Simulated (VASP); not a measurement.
Os:

```xyz
2
Lattice="2.7341 0.0000 0.0000 -1.3671 2.3678 0.0000 0.0000 0.0000 4.3197" Properties=species:S:1:pos:R:3 pbc="T T T"
Os    1.3671    0.7893    3.2398
Os    0.0000    1.5785    1.0799
```

- Program: VASP 6.6.1
- Task: relaxation of cell and atoms
- Functional: PBEsol
- Dispersion: D4
- Potentials or basis: VASP PAW PBE potentials, release 64 (Os)
- Cutoff: 600 eV
- k mesh: 11 × 11 × 6
- Occupations: fermi-dirac, width 0.05 eV
- Spin: no spin polarisation

At the start: pressure -6.3 GPa; volume 13.98 Å³/atom.

Q: Where does the relaxation end?

A: Over 7 steps the energy falls by 4.0 meV/atom and the volume is 13.78 Å³/atom (-1.4 %); space group P6_3/mmc (No. 194, to 0.05 Å).

Step by step:
| step | energy change (eV) | largest force (eV/Å) | pressure (GPa) | volume (Å³) |
| --- | --- | --- | --- | --- |
| 1 | 0.0000 | 0.0000 | -6.32 | 27.96 |
| 2 | 0.1772 | 0.0000 | 35.67 | 25.79 |
| 3 | -0.0080 | 0.0000 | -0.21 | 27.58 |
| 4 | -0.0080 | 0.0000 | -0.02 | 27.57 |
| 5 | -0.0080 | 0.0000 | 0.10 | 27.56 |
| 6 | -0.0080 | 0.0000 | -0.41 | 27.59 |
| 7 | -0.0080 | 0.0000 | -0.06 | 27.57 |

Final structure:
```
CELL_PARAMETERS angstrom
2.72075 0.00000 0.00000
-1.36038 2.35624 0.00000
0.00000 0.00000 4.30056
ATOMIC_POSITIONS crystal
Os 0.66667 0.33333 0.75000
Os 0.33333 0.66667 0.25000
```

Caveat: the PAW data sets were made with another functional, which shifts forces and pressure a little; pairwise dispersion overbinds metals, which lowers pressure and volume.
